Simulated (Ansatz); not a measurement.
Starting cell, SrF2 (fluorite):

```
CELL_PARAMETERS angstrom
      0.00000     5.79063     5.79063
      2.89532     0.00000     2.89532
      2.89532     2.89532     0.00000
ATOMIC_POSITIONS crystal
  Sr 0.00000 0.00000 0.00000
  Sr 0.50000 0.00000 0.00000
  F  0.12500 0.25000 0.25000
  F  0.62500 0.25000 0.25000
  F  0.37500 0.75000 0.75000
  F  0.87500 0.75000 0.75000
```

The atoms are displaced by Q × the pattern below (from a DFPT mode at L = (0.5, 0.0, 0.0), largest move 1; Q in Å), at fixed cell. (q is in reciprocal vectors of the primitive cell; the cell shown is doubled to hold the pattern.)

```json
[
 {"atom": "Sr1", "x": "-0.577", "y": "0.577", "z": "0.577"},
 {"atom": "Sr2", "x": "0.577", "y": "-0.577", "z": "-0.577"},
 {"atom": "F3", "x": "-0.353", "y": "0.353", "z": "0.353"},
 {"atom": "F4", "x": "0.353", "y": "-0.353", "z": "-0.353"},
 {"atom": "F5", "x": "0.353", "y": "-0.353", "z": "-0.353"},
 {"atom": "F6", "x": "-0.353", "y": "0.353", "z": "0.353"}
]
```

Calculation: r2SCAN (plane waves to 500 eV, PAW, scalar-relativistic; Ansatz, a program for electronic structure). k mesh 5×10×10 (Γ-centred), Fermi-Dirac smearing 0.05 eV. E stands for the smeared free energy. SrF2 was relaxed with its symmetry unable to fall. The zero of ΔE is the undisplaced structure.

| Q (Å) | ΔE (meV/cell) |
|---|---|
| -0.2800 | withheld |
| -0.2333 | 956 |
| -0.1867 | 565 |
| -0.1400 | 298 |
| -0.0933 | 127 |
| -0.0467 | 31 |
| 0.0000 | 0 |
| 0.0467 | 31 |
| 0.0933 | 127 |
| 0.1400 | 298 |
| 0.1867 | 565 |
| 0.2333 | 956 |
| 0.2800 | withheld |

Fit an even polynomial form (powers 2, 4) to the given rows and predict ΔE at Q = -0.2800.

Least squares on the 11 given rows: ΔE = (13870)·Q² + (67750)·Q⁴, in meV/cell with Q in Å; root-mean-square residual 0.6 meV/cell. At -0.2800 the fit gives 1504 meV/cell; the calculation gives 1511 meV/cell, so the extrapolation is off by -7 (-0.5 %). The quadratic term alone would give 1087 meV/cell.

(A displaced cell: forces are minus the slopes of the energy, force constants its curvatures, and phonons follow from these.)
